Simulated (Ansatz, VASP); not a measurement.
## Two plane-wave programs on SiC

INCAR

```
SYSTEM = SiC
PREC = Accurate
ENCUT = 520
EDIFF = 1E-7
ISMEAR = -1
SIGMA = 0.05
LREAL = .FALSE.
LASPH = .TRUE.
NELM = 100
ALGO = Normal
ISIF = 2
LWAVE = .FALSE.
LCHARG = .TRUE.
GGA = PE
LELF = .TRUE.
LVHAR = .TRUE.
NBANDS = 11
```

File KPOINTS:

```
Automatic mesh
0
G
  17 17 17
  0 0 0
```

POSCAR

```
SiC
1.0
    0.0000000000      1.8826925182      1.8826925182
    1.8826925182      0.0000000000      1.8826925182
    1.8826925182      1.8826925182      0.0000000000
Si C
1 1
Direct
    0.0000000000      0.0000000000      0.0000000000
    0.5000000000      0.5000000000      0.5000000000
```

Input for Ansatz:

```yaml
crystal:
  lattice:
    - [0.0, 1.8826925182, 1.8826925182]
    - [1.8826925182, 0.0, 1.8826925182]
    - [1.8826925182, 1.8826925182, 0.0]
  atoms:
    - { symbol: Si, position: [0.0, 0.0, 0.0] }
    - { symbol: C, position: [0.5, 0.5, 0.5] }
kpoints:
  mp_grid: { grid: [17, 17, 17] }
scf:
  occupations: { method: fermi_dirac, width: 0.05 }
hamiltonian:
  xc: pbe
  pseudopotentials: { kind: paw }
output:
  forces: true
  stress: true
  eigenvalues: true
  populations: true
```

Change from the starting cell: volume scaled by 0.8, PAW files.

Alike in both runs: task single point; functional PBE; k mesh 17 × 17 × 17; occupations fermi-dirac, width 0.05 eV; no spin polarisation.

```csv
,VASP,Ansatz
version,VASP 6.6.1,Ansatz 0.2.0
potentials or method,"VASP PAW PBE potentials, release 64 (Si, C)","PAW with Ansatz's default frozen-core files, scalar-relativistic"
plane-wave cutoff (eV),520,420
valence electrons in the cell,8,8
```

|  | VASP | Ansatz | Ansatz less VASP |
| --- | --- | --- | --- |
| pressure (GPa) | 89.9 | 90.0 | +0.10 |

The functional is the same, so the differences come from potentials, cutoffs and numerics.

Caveats: the cell as given lies far from equilibrium; so large a pressure means that the cell lies far from this level's equilibrium, or that cutoff or potentials fall short (VASP); an odd mesh through Γ misses points on the zone boundary, where band edges often lie.
